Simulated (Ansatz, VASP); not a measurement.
## One calculation of TePb, two programs

INCAR

```
SYSTEM = TePb
ALGO = Normal ; EDIFF = 1E-6
ENCUT = 520 ; GGA = PE
ISIF = 2 ; ISMEAR = 0
LASPH = .TRUE. ; LCHARG = .FALSE.
LREAL = .FALSE. ; LWAVE = .FALSE.
NBANDS = 17 ; NELM = 100
PREC = Accurate ; SIGMA = 0.02
```

The input KPOINTS:

```
k-points
0
G
  8 8 8
  0 0 0
```

File POSCAR:

```
TePb
1.0
    0.0000000000      3.1016310500      3.1500360500
    3.1500360500      0.0000000000      3.1500360500
    3.1500360500      3.1016310500      0.0000000000
Te Pb
1 1
Direct
    0.5092965603      0.4907034397      0.5092965603
   -0.0092965603      0.0092965603     -0.0092965603
```

Input for Ansatz:

```yaml
crystal:
  lattice:
    - [0.0, 3.10163105, 3.15003605]
    - [3.15003605, 0.0, 3.15003605]
    - [3.15003605, 3.10163105, 0.0]
  atoms:
    - { symbol: Te, position: [0.5092965603, 0.4907034397, 0.5092965603] }
    - { symbol: Pb, position: [-0.0092965603, 0.0092965603, -0.0092965603] }
basis:
  ecutwfc: 420
kpoints:
  mp_grid: { grid: [8, 8, 8] }
hamiltonian:
  xc: pbe
scf:
  occupations: { method: gaussian, width: 0.02 }
output:
  forces: true
  stress: true
  eigenvalues: true
  populations: true
```

Alike in both runs: task single point; functional PBE; k mesh 8 × 8 × 8; occupations gaussian, width 0.02 eV; no spin polarisation.

```csv
,VASP,Ansatz
version,VASP 6.6.1,Ansatz 0.2.0
potentials or method,"VASP PAW PBE potentials, release 64 (Te, Pb_d)","scalar-relativistic, plane waves, PAW"
plane-wave cutoff (eV),520,420
valence electrons in the cell,20,30
```

|  | VASP | Ansatz | Ansatz less VASP |
| --- | --- | --- | --- |
| gap on the k mesh at the Fermi level (eV) | 0.60 | 0.59 | -0.007 |
| least direct gap on the mesh (eV) | 0.60 | 0.59 | -0.007 |
| pressure (GPa) | 7.7 | 7.8 | +0.05 |
| largest component of the traceless stress (GPa) | 2.43 | 2.42 | -0.002 |
| rms of the force components (eV/Å) | 0.164 | 0.162 | -0.0017 |

Atom by atom the forces differ by 0.002 eV/Å (rms over components). The two sets of potentials don't hold the same shells in valence.

Caveats: spin-orbit coupling is left out, which as a rule narrows the gap of such compounds by several tenths of an eV. A k mesh can miss the band edges.
